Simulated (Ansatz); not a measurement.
HfS2 in the CdI2 structure (r2SCAN+rVV10 geometry), in Ansatz:

```cif
data_structure
_symmetry_space_group_name_H-M 'P-3m1'
_symmetry_Int_Tables_number 164
_cell_length_a 3.6303
_cell_length_b 3.6303
_cell_length_c 5.8784
_cell_angle_alpha 90.000
_cell_angle_beta 90.000
_cell_angle_gamma 120.000
_cell_volume 67.09
loop_
_atom_site_label
_atom_site_type_symbol
_atom_site_symmetry_multiplicity
_atom_site_Wyckoff_symbol
_atom_site_fract_x
_atom_site_fract_y
_atom_site_fract_z
_atom_site_occupancy
Hf1 Hf 1 a 0.00000 0.00000 0.00000 1
S1 S 2 d 0.33333 0.66667 0.24463 1
```

G0W0@PBE with 252 empty bands, a screening cutoff of 140 eV and a 6×6×2 mesh (PAW, contour deformation) gives 1.921 eV over the mesh points, from a PBE gap of 1.034 eV; it sums over 271 bands with 251 plane waves in the screening and a wave cutoff of 420 eV. G0W0 values are finite-basis, finite-mesh values. The values are computed, spin-unpolarised, and not measurements.

**Question.** Estimate the gap with frequency model Godby-Needs pole.

**Answer.** 1.916 eV (-0.005 eV), from a Kohn-Sham gap of 1.034 eV.

**Question.** Estimate the gap with potentials of the kind norm-conserving.

**Answer.** 1.943 eV (+0.022 eV), from a Kohn-Sham gap of 1.063 eV.

No spin-orbit coupling is included; it can move band edges with weight on the heavy atoms by tenths of an eV.
